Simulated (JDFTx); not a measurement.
Here is a JDFTx 1.7.0 (patched build) calculation.

The input CuI.in:

```
lattice \
    0.0000000000     5.7287047468     5.7287047468 \
    5.7287047468     0.0000000000     5.7287047468 \
    5.7287047468     5.7287047468     0.0000000000
coords-type Lattice
ion I      0.0000000000     0.0000000000     0.0000000000 1
ion Cu     0.7500000000     0.7500000000     0.7500000000 1

ion-species pseudo/I.upf
ion-species pseudo/Cu.upf
elec-cutoff 46 368
elec-ex-corr gga-PBEsol
kpoint-folding 8 8 8
elec-smearing Fermi 0.0018374661
elec-n-bands 19
electronic-SCF nIterations 100 energyDiffThreshold 1e-09
electronic-minimize nIterations 30 energyDiffThreshold 1e-7
converge-empty-states yes
forces-output-coords Cartesian

dump-name run.$VAR
dump End Ecomponents EigStats BandEigs Kpoints Forces Stress ElecDensity Dtot KEdensity
```

Potentials or basis: PseudoDojo-SR-PBEsol-0.4.1-standard with smoothed tails.

The run is started by

```console
$ jdftx -c 1 -i CuI.in -o CuI.out
```

(1) Predict the pressure.

(2) Estimate the Loewdin charges.

(3) Estimate the band gap on the k mesh.

Answers

(1) -2.4 GPa.

(2) I -0.25; Cu +0.43 e.

(3) 0.98 eV, direct.

Caveat: spin-orbit coupling is left out, which moves the levels of the heavy elements.
